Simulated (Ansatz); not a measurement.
## HfO₂ films: biaxial stress and wafer bow

Plane-wave DFT in Ansatz, PBE, scalar-relativistic PAW potentials, cutoff 420 eV, no spin-orbit coupling; no spin polarisation. HfO₂ in space group P4_2/mnm, a structure that wasn't matched to a measured phase, strained equally along a and b of the conventional cell, with c and the atoms relaxed within the symmetry (a film with c along the normal). Stress is the in-plane mean, tension positive.

| strain (%) | stress (GPa) | E − E(0) (meV/atom) |
| --- | --- | --- |
| -6.0 | -24.09 | 110.5 |
| -4.0 | -15.50 | 48.1 |
| -2.0 | -7.45 | 11.8 |
| +0.0 | -0.02 | 0.0 |
| +2.0 | 6.61 | 10.9 |
| +4.0 | ? | 41.8 |
| +6.0 | 16.58 | 89.4 |

**Question.** Fit the stress, get the biaxial modulus and predict the missing row.

**Answer.** A parabola through the given rows is σ = -0.04 + 3.410 ε -0.1040 ε² GPa (ε in %), so M = dσ/dε = 341 GPa at zero. It predicts 11.94 GPa at +4.0 %; the run gave 12.21 GPa. The miss is 0.27 GPa, so the fit holds. The negative square term means that the film is stiffer in compression than in tension. The energies check it: E/V = Mε² at small strain, and a cubic fit with V = 12.85 Å³/atom gives M = 346 GPa, in agreement.

**Question.** How much does a 20 nm film at +0.2 % strain bow a 300 mm Si(001) wafer 775 μm thick?

**Answer.** The fit, without its small constant, gives σ = 0.68 GPa. Stoney's formula, κ = 6σt_f/(M_s t_s²) with M_s = 180.5 GPa for Si(001) (literature), gives |κ| = 0.75×10⁻³ m⁻¹ and a bow κr²/2 = 8.5 μm at r = 150 mm, with the film side concave (tension pulls the edges up). This assumes a single-crystal or fully textured, unrelaxed film at 0 K.

Cost: about 3.9 core-minutes for the runs cited, on Intel Xeon 6975P-C (Granite Rapids) (shared hosts).

This rutile-type form isn't the usual stable structure of the compound.